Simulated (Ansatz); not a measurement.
Recipe of this trial structure of GaAs: 4-connected net, two elements alternating (P4_2/mnm, No. 136). The dimensions are guesses.

```xyz
8
Lattice="6.6540 0.0000 0.0000 0.0000 6.6540 0.0000 0.0000 0.0000 3.9300" Properties=species:S:1:pos:R:3 pbc="T T T"
Ga    4.5405    4.5405    0.0000
Ga    5.4406    1.2135    1.9650
Ga    2.1136    2.1136    0.0000
Ga    1.2135    5.4406    1.9650
As    5.4406    5.4406    1.9650
As    4.5405    2.1136    0.0000
As    1.2135    1.2135    1.9650
As    2.1136    4.5405    0.0000
```

Theory: Ansatz, DFT PBE, scalar-relativistic, plane waves, PAW. Cutoff 420 eV, Gaussian smearing, Γ-centred meshes. Cell and atoms relax first on a coarse mesh and then on a converged one. In between, the cell is made exact in the group found at 0.06 Å. The steps can't lower the symmetry of their start. No spin polarisation.

A guess keeps its type if space group and coordination stay and the shape of the cell changes little (axis ratios within about 15 %, angles within 6°); the volume may change.

Problem. Does this structure survive the relaxation?

Solution. It keeps its type. The symmetry stays P4_2/mnm (No. 136). The volume per atom grows by 15.2 %, from 21.8 to 25.1 Å³. The shortest distance goes from 2.34 Å (Ga–As) to 2.47 Å (Ga–As). The ratio c/a of the conventional cell changes by a factor of 0.98. Counting neighbours within 15 % of an atom's shortest distance, the start has As 4, Ga 4 and the end As 4, Ga 4.

Formation energies are uncorrected and refer to the elements' standard structures at the same level.

Problem. At what energy does it end?

Solution. −0.282 eV/atom. It lies below the elements, which doesn't yet make it stable against other compounds or structures.

The last run used a 6×6×10 mesh (in the run's order of axes) for its 8-atom cell and Gaussian smearing of 0.01 eV. The reference form of As is held partly by dispersion forces, which this level lacks. A structure relaxed within its symmetry needn't be a true minimum.
